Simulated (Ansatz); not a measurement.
**Where the states of BN lie**

```
CELL_PARAMETERS angstrom
0.00000 1.81235 1.81235
1.81235 0.00000 1.81235
1.81235 1.81235 0.00000
ATOMIC_POSITIONS crystal
B 0.00000 0.00000 0.00000
N 0.25000 0.25000 0.25000
```

The structure comes from a relaxation in the same program, started in the zincblende type, and has space group F-43m. Whether it is a known phase or the ground state wasn't checked.

These are results of DFT, PBE, all-electron LAPW, scalar-relativistic in Ansatz 0.2.0, not measurements.

Numerical set-up: a Γ-centred 16×16×16 k mesh, Fermi–Dirac smearing of 0.03 eV, basis error target 0.25 meV/atom, no spin polarisation.

States per eV and cell, averaged over 0.4 eV, from -9.8 to 5.6 eV, with energies (bin centres) from the valence-band top; empty bins are left out. The partial columns, the largest 4 alone, are projections on Löwdin-orthogonalised atomic shells (those that the program's projection atoms carry: the occupied ones and, for some elements, an empty d or f shell; other empty shells have no column), summed over atoms of an element. Weights on diffuse s and p shells depend on that basis and aren't pure angular character.

```csv
E (eV),total,N 2p,B 2p,B 2s,N 2s
-9.7,0.25,0.15,0.06,0.04,0.01
-9.3,0.33,0.19,0.08,0.05,0.01
-8.9,0.45,0.26,0.10,0.07,0.02
-8.5,0.87,0.54,0.15,0.15,0.03
-8.1,0.85,0.53,0.13,0.14,0.04
-7.7,0.37,0.22,0.06,0.05,0.03
-7.3,0.37,0.22,0.08,0.04,0.03
-6.9,0.52,0.32,0.12,0.05,0.03
-6.5,0.55,0.34,0.12,0.05,0.03
-6.1,0.57,0.36,0.13,0.05,0.02
-5.7,0.63,0.40,0.16,0.05,0.02
-5.3,0.71,0.46,0.19,0.05,0.02
-4.9,0.88,0.57,0.24,0.04,0.02
-4.5,0.91,0.60,0.25,0.04,0.02
-4.1,0.89,0.60,0.24,0.03,0.02
-3.7,0.87,0.60,0.23,0.03,0.01
-3.3,0.85,0.60,0.22,0.02,0.01
-2.9,0.84,0.60,0.21,0.02,0.01
-2.5,0.82,0.60,0.19,0.01,0.01
-2.1,0.79,0.59,0.17,0.01,0.01
-1.7,0.54,0.41,0.11,0.01,0.00
-1.3,0.39,0.31,0.07,0.00,0.00
-0.9,0.28,0.23,0.05,0.00,0.00
-0.5,0.19,0.16,0.03,0.00,0.00
-0.1,0.04,0.04,0.00,0.00,0.00
4.7,0.03,0.00,0.02,0.00,0.01
5.1,0.06,0.00,0.04,0.00,0.02
5.5,0.10,0.00,0.05,0.00,0.03
```

Which of the resolved shells contributes most in the top eV of the valence band?

N 2p, with 84 % of all states there; B 2p follows with 15 %.
